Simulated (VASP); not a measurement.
Input:

```xyz
4
Lattice="1.7691 -3.0641 0.0000 1.7691 3.0641 0.0000 0.0000 0.0000 5.7119" Properties=species:S:1:pos:R:3 pbc="T T T"
In     1.7691    -1.0214     2.8553
In     1.7691     1.0214     5.7113
N      1.7691    -1.0214     5.0214
N      1.7691     1.0214     2.1654
```

Computed with PBEsol GGA, VASP's PBE PAW potentials (set 64) (plane waves; VASP). Run with 600 eV cut-off, 10×10×6 Γ-centred mesh, first-order Methfessel-Paxton smearing of 0.10 eV, potentials In_d N.

Energy and stress use the plane-wave basis of the starting cell.

Question: The ions, cell shape and volume at an external pressure of 5.0 GPa are relaxed. Which structure does the run end with?

Answer: 
```xyz
4
Lattice="1.7496 -3.0303 0.0000 1.7496 3.0303 0.0000 0.0000 0.0000 5.6488" Properties=species:S:1:pos:R:3 pbc="T T T"
In     1.7496    -1.0101     2.8240
In     1.7496     1.0101     5.6484
N      1.7496    -1.0101     4.9657
N      1.7496     1.0101     2.1413
```
Space group P6_3mc (186), at a tolerance of 0.03 Å.

Question: How do energy and volume change from the first to the last step?

Answer: The energy (σ→0) changes by +7.8 meV/atom and the volume by -3.3 %, in 3 ionic steps.

The compound is InN in the wurtzite structure. This run relaxes it under an external pressure of 5 GPa. Symmetry was kept, so distortions that lower it aren't found.
